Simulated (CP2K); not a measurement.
**CdSe under changes of volume**

One of the cells (28.942 Å³/atom); the others are scaled copies at fixed shape and fractional positions:

```
CELL_PARAMETERS angstrom
4.34202 0.00000 0.00000
2.17101 3.76030 0.00000
2.17101 1.25343 3.54524
ATOMIC_POSITIONS crystal
Cd 0.00000 0.00000 0.00000
Se 0.25000 0.25000 0.25000
```

Measurements of this composition are mostly on another form, of space group No. 186.

```yaml
Program: CP2K 2026.2
Functional: LDA
Potentials_or_basis: GTH_POTENTIALS Cd GTH-PADE-q12, Se GTH-PADE-q6; TZVP-MOLOPT-PBE-GTH basis
Density_cutoff: 6123 eV
k_mesh: 8 × 8 × 8
Occupations: fermi-dirac, width 0.0259 eV
Spin: no spin polarisation
```

| volume (Å³/atom) | energy over the lowest point (meV/atom) | pressure (GPa) | gap on the mesh (eV) |
| --- | --- | --- | --- |
| 27.206 | 0.00 | 0.4 | 0.39 |
| 27.784 | 0.83 | -0.8 | 0.35 |
| 28.363 | 5.75 | -1.9 | 0.31 |
| 28.942 | ? | ? | ? |
| 29.521 | 26.06 | -3.7 | 0.23 |
| 30.100 | 40.66 | -4.4 | 0.19 |
| 30.679 | 57.78 | -5.1 | 0.15 |

Problem. What does the run at 28.942 Å³/atom give?

Solution. Energy over the lowest point 14.30 meV/atom; pressure -2.8 GPa; gap on the mesh 0.27 eV.

Worked out: A Birch-Murnaghan fit of order 3 (a polynomial in V^(-2/3)) to the other rows has its minimum at 27.38 Å³/atom with B0 = V·E''(V) = 58 GPa and B' = 4.7. It gives 14.30 meV/atom at 28.942 Å³/atom, against the run's 14.30, and -dE/dV = -2.8 GPa, against -2.8. A straight line through the other rows of the gap, of slope -2 eV per unit of ln V (its deformation potential), gives 0.27 eV, against the run's 0.27.

Energies are extrapolated to zero smearing.

Caveats: the basis of atomic orbitals isn't converged, which shifts pressures, moduli and gaps.

Spin-orbit coupling on Cd, Se is left out.
